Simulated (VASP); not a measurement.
Sb under changes of volume

One of the cells (26.727 Å³/atom); the others are scaled copies at fixed shape and fractional positions:

```
CELL_PARAMETERS angstrom
-1.88350 1.88350 1.88350
1.88350 -1.88350 1.88350
1.88350 1.88350 -1.88350
ATOMIC_POSITIONS crystal
Sb 0.00000 0.00000 0.00000
```

This isn't the form of Sb at room conditions, which is rhombohedral.

- Program: VASP 6.6.1
- Functional: r2SCAN
- Potentials or basis: VASP PAW PBE potentials, release 64 (Sb)
- Cutoff: 520 eV
- k mesh: 8 × 8 × 8
- Occupations: fermi-dirac, width 0.05 eV
- Spin: no spin polarisation

```tsv
volume (Å³/atom)	energy over the lowest point (meV/atom)	pressure (GPa)
25.658	8.92	2.9
26.193	?	?
26.727	0.00	0.0
27.262	2.39	-1.2
27.796	8.43	-2.2
```

Q: What does the run at 26.193 Å³/atom give?

A: Energy over the lowest point 1.94 meV/atom; pressure 1.4 GPa.

Worked out: A Birch-Murnaghan fit of order 2 (a polynomial in V^(-2/3)) to the other rows has its minimum at 26.71 Å³/atom with B0 = V·E''(V) = 65 GPa. It gives 2.10 meV/atom at 26.193 Å³/atom, against the run's 1.94, and -dE/dV = 1.3 GPa, against 1.4.

Energies are extrapolated to zero smearing.

Caveats: the PAW data sets were made with another functional, which shifts forces and pressure a little.
